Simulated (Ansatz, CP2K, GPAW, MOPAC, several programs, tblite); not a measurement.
**Many methods on one cell: PbS (P2_1/m)**

PbS (P2_1/m) from a database of computed structures, relaxed with r2SCAN+rVV10 in Ansatz, was computed with several methods. The symmetry is P2_1/m (No. 11, monoclinic); conventional cell a = 5.871 Å, b = 3.979 Å, c = 9.978 Å, β = 90.7°, 29.14 Å³ an atom. Pb has 4 S at 2.69–2.98 Å; Pb has 6 S at 2.75–3.26 Å; S has 5 Pb at 2.75–3.02 Å; S has 5 Pb at 2.69–3.26 Å. (Simulation; spin polarisation is off.)

```
Pb S
1.0
     5.86701    0.00000    0.22369
     0.00000    3.97925    0.00000
    -0.25037    0.00000    9.97478
Pb S
4 4
Direct
  0.73768 0.25000 0.61843
  0.26232 0.75000 0.38157
  0.26038 0.25000 0.89349
  0.73962 0.75000 0.10651
  0.74713 0.25000 0.91657
  0.25287 0.75000 0.08343
  0.43355 0.75000 0.65434
  0.56645 0.25000 0.34566
```

Gaps and times are for a single point on this cell; volume and bulk modulus come from each method's own relaxation or energy curve at fixed shape, which is too stiff where a cell has free coordinates or axes. Times are rough, from shared hosts (Arm Neoverse V2), and each method has its own mesh and cell size. A double dagger marks a value from a curve with shape and coordinates held. A star marks a curve whose lowest point is an end point. PM6 (MOPAC), PM7 (MOPAC), GFN1-xTB (tblite), GFN2-xTB (tblite) treat a cluster of cells at its zone centre, which samples few k points: where these miss a band edge, the gap comes out too large for that reason alone. Gaps from k meshes are read at a limited set of points (mesh, symmetry points, PBE's band edges), so each method's own least gap may be somewhat smaller. xTB and the PM methods were fitted mostly to molecules, and can miss a solid's gap by electronvolts. Minimal bases can be far off for gaps. GLLB-SC's gap includes the derivative discontinuity. d marks a direct gap, i an indirect one (no mark: not told apart), a dash a value that wasn't computed or didn't pass its checks.

```
                          method              kind  gap (eV)  own volume (Å³/atom)  bulk modulus (GPa)  atoms computed  processor time
               GFN1-xTB (tblite)     tight binding      1.74               26.30*‡                   –              48           1.3 s
               GFN2-xTB (tblite)     tight binding      1.44                27.57‡                 49‡              48           2.1 s
light PBE (260 eV, its own mesh)  light plane-wave    0.70 i                     –                   –               8           4.8 s
                     PM7 (MOPAC)    semi-empirical      6.63                30.82‡                 50‡              48           6.2 s
                     PM6 (MOPAC)    semi-empirical      4.28                     –                   –              48           7.1 s
                  PBE/SZV (CP2K)       small basis    0.62 i                28.41‡                 65‡               8            11 s
                 PBE/DZVP (CP2K)       small basis    0.66 i                30.45‡                 44‡               8            25 s
                             PBE         semilocal    0.72 i                     –                   –               8            34 s
                          r2SCAN         semilocal    0.98 i                     –                   –               8            75 s
                  GLLB-SC (GPAW)   model potential      1.58                     –                   –               8         2.8 min
```

Against r2SCAN (0.98 eV) the nearest gap at the points sampled is that of PBE (-0.26 eV) and the farthest that of PM7 (MOPAC) (+5.66 eV). r2SCAN is only a yardstick of convenience: semilocal gaps usually lie below measured ones, which GLLB-SC and hybrids aim to mend.

Spin-orbit coupling is left out; in compounds of Pb, Bi, Tl or Hg it can lower a gap by up to about 1 eV, split its edges or invert the bands.
